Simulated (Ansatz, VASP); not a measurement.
**Two plane-wave programs on BeS**

```
CELL_PARAMETERS angstrom
0.00000 2.41879 2.41879
2.41879 0.00000 2.41879
2.41879 2.41879 0.00000
ATOMIC_POSITIONS crystal
Be 0.00000 0.00000 0.00000
S 0.25000 0.25000 0.25000
```

Alike in both runs: functional PBEsol; k mesh 8 × 8 × 8; occupations gaussian, width 0.02 eV; no spin polarisation.

Ansatz relaxed the structure, and its values are those at the end. VASP's run is a single point on that final structure, the one shown.

|  | VASP | Ansatz |
| --- | --- | --- |
| version | VASP 6.6.1 | Ansatz 0.2.0 |
| potentials or method | VASP PAW PBE potentials, release 64 (Be, S) | scalar-relativistic, plane waves, PAW |
| plane-wave cutoff (eV) | 520 | 420 |
| valence electrons in the cell | 8 | 8 |

|  | VASP | Ansatz | Ansatz less VASP |
| --- | --- | --- | --- |
| gap on the k mesh at the Fermi level (eV) | 2.91 | 2.91 | -0.003 |
| least direct gap on the mesh (eV) | 5.61 | 5.58 | -0.027 |
| pressure (GPa) | 0.2 | 0.0 | -0.15 |

Caveats: the PAW data sets were made with another functional, which shifts forces and pressure a little (VASP). A k mesh can miss the band edges.
